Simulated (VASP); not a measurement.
Crystal: SrCl2.

```
CELL_PARAMETERS angstrom
0.00000 3.48835 3.48835
3.48835 0.00000 3.48835
3.48835 3.48835 0.00000
ATOMIC_POSITIONS crystal
Sr 0.00000 0.00000 0.00000
Cl 0.25000 0.25000 0.25000
Cl 0.75000 0.75000 0.75000
```

| Property | Result |
| --- | --- |
| Program | VASP 6.6.1 |
| Task | relaxation of cell and atoms |
| Functional | PBE |
| Potentials or basis | VASP PAW PBE potentials, release 64 (Sr_sv, Cl) |
| Cutoff | 600 eV |
| k mesh | 8 × 8 × 8 |
| Occupations | gaussian, width 0.03 eV |
| Spin | no spin polarisation |

At the start: pressure 1.1 GPa; volume 28.30 Å³/atom.

Question: Where does the relaxation end?

Answer: Over 3 steps the energy falls by 3.0 meV/atom and the volume is 29.18 Å³/atom (+3.1 %); space group Fm-3m (No. 225, to 0.05 Å).

Step by step:
| step | energy change (eV) | largest force (eV/Å) | pressure (GPa) | volume (Å³) |
| --- | --- | --- | --- | --- |
| 1 | 0.0000 | 0.0000 | 1.11 | 84.90 |
| 2 | -0.0090 | 0.0000 | 0.09 | 87.34 |
| 3 | -0.0090 | 0.0000 | 0.00 | 87.55 |

Final structure:
```cif
data_structure
_symmetry_space_group_name_H-M 'P 1'
_symmetry_Int_Tables_number 1
_cell_length_a 4.9842
_cell_length_b 4.9842
_cell_length_c 4.9842
_cell_angle_alpha 60.000
_cell_angle_beta 60.000
_cell_angle_gamma 60.000
_cell_volume 87.55
loop_
_atom_site_label
_atom_site_type_symbol
_atom_site_fract_x
_atom_site_fract_y
_atom_site_fract_z
_atom_site_occupancy
Sr1 Sr 0.00000 0.00000 0.00000 1
Cl1 Cl 0.25000 0.25000 0.25000 1
Cl2 Cl 0.75000 0.75000 0.75000 1
```
